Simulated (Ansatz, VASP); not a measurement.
This is a calculation of In for Ansatz 0.2.0.

The input input.yaml:

```yaml
crystal:
  lattice:
    - [-1.6573500545, 1.6573500545, 2.5222162388]
    - [1.6573500545, -1.6573500545, 2.5222162388]
    - [1.6573500545, 1.6573500545, -2.5222162388]
  atoms:
    - { symbol: In, position: [0.0, 0.0, 0.0] }
kpoints:
  mp_grid: { grid: [11, 11, 11] }
scf:
  occupations: { method: fermi_dirac, width: 0.05 }
hamiltonian:
  xc: lda
  pseudopotentials: { kind: all_electron, lapw: { basis_error: 0.001 } }
output:
  forces: true
  stress: true
  eigenvalues: true
```

Potentials or basis: all-electron LAPW, scalar-relativistic.

Run with:

```console
$ ansatz run input.yaml --threads 1 --pin off --max-ram 3072MiB --backend cpu --events-out ev --progress --plain --runs-dir out
```

Q: Translate it to VASP 6.6.1. Potentials there: VASP PAW LDA potentials, release 64 (In_d).

A: As run (the cutoff follows the program's own potentials):

Contents of INCAR:

```
SYSTEM = In
  PREC = Accurate
  ENCUT = 520
  EDIFF = 1E-6
  ISMEAR = -1
  SIGMA = 0.05
  LREAL = .FALSE.
  LASPH = .TRUE.
  NELM = 100
  ALGO = Fast
  ISIF = 2
  LWAVE = .FALSE.
  LCHARG = .FALSE.
  NBANDS = 12
```

The input KPOINTS:

```
Automatic mesh
0
G
  11 11 11
  0 0 0
```

File POSCAR:

```
In
1.0
   -1.6573500545      1.6573500545      2.5222162388
    1.6573500545     -1.6573500545      2.5222162388
    1.6573500545      1.6573500545     -2.5222162388
In
1
Direct
    0.0000000000      0.0000000000      0.0000000000
```

Potentials or basis: VASP PAW LDA potentials, release 64 (In_d).

Run with:

```bash
$ cat potpaw_LDA.64/In_d/POTCAR > POTCAR
$ mpirun -np 1 vasp_std > vasp.out
```

Both were run:

|  | VASP | Ansatz | Ansatz less VASP |
| --- | --- | --- | --- |
| gap on the k mesh at the Fermi level (eV) | none | none | - |
| pressure (GPa) | -4.3 | -4.3 | -0.01 |
| largest component of the traceless stress (GPa) | 0.24 | 0.28 | +0.045 |

A gap of «none» marks a metal or a gap that the smearing closes. Ansatz ran all-electron here, so the differences hold the error of VASP's frozen core and of both bases.
